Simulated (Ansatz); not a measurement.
# Stress against strain in Os

```yaml
crystal:
  lattice:
    - [2.73410, 0.00000, 0.00000]
    - [-1.36705, 2.36780, 0.00000]
    - [0.00000, 0.00000, 4.31970]
  atoms:
    - { symbol: Os, position: [0.33333, 0.66667, 0.25000] }
    - { symbol: Os, position: [0.66667, 0.33333, 0.75000] }
```

Atom numbers follow the list: Os1, Os2.

The cell comes from COD entry 9017843, which wasn't checked; take it as a given geometry.

Spin–orbit coupling is left out, though it moves levels of the heavy atoms by tenths of an eV or more.

The calculation used DFT, PBE, all-electron LAPW, scalar-relativistic (Ansatz 0.2.0).

Settings: a Γ-centred 15×15×9 k mesh, Fermi–Dirac smearing of 0.05 eV, basis error target 0.5 meV/atom, no spin polarisation.

The strain is applied along the Cartesian axes of the cell as listed (the other components stay zero). Fractional coordinates are held (clamped ions).

σ is the change of stress from the unstrained cell, which is at 8.64 GPa; tension is positive, so slopes are stress–strain coefficients at that pressure. In a metal the k mesh adds noise.

Only quantities that a quadratic follows smoothly over the whole series are listed; rougher ones are left out.

```
    εzz  σzz (GPa)  σxx (GPa)
-0.0300     -29.76      -8.38
-0.0200     -19.27      -5.26
-0.0100      -9.34      -2.48
 0.0000       0.00       0.00
 0.0100       8.63       2.28
 0.0300      23.91       6.31
```

Task: Fit the series and read off the stiffness at zero strain.

Result: Least-squares fits y = p0 + p1 x + p2 x² to the rows give σzz (GPa): p1 = 895, p2 = -3200; σxx (GPa): p1 = 244, p2 = -1200. So C33 = 895 GPa and C13 = 244 GPa, for these axes.

Task: One run, at εzz = 0.0200, is withheld. Predict its row.

Result: The fits give 16.59, 4.43; the run gave 16.55, 4.39.
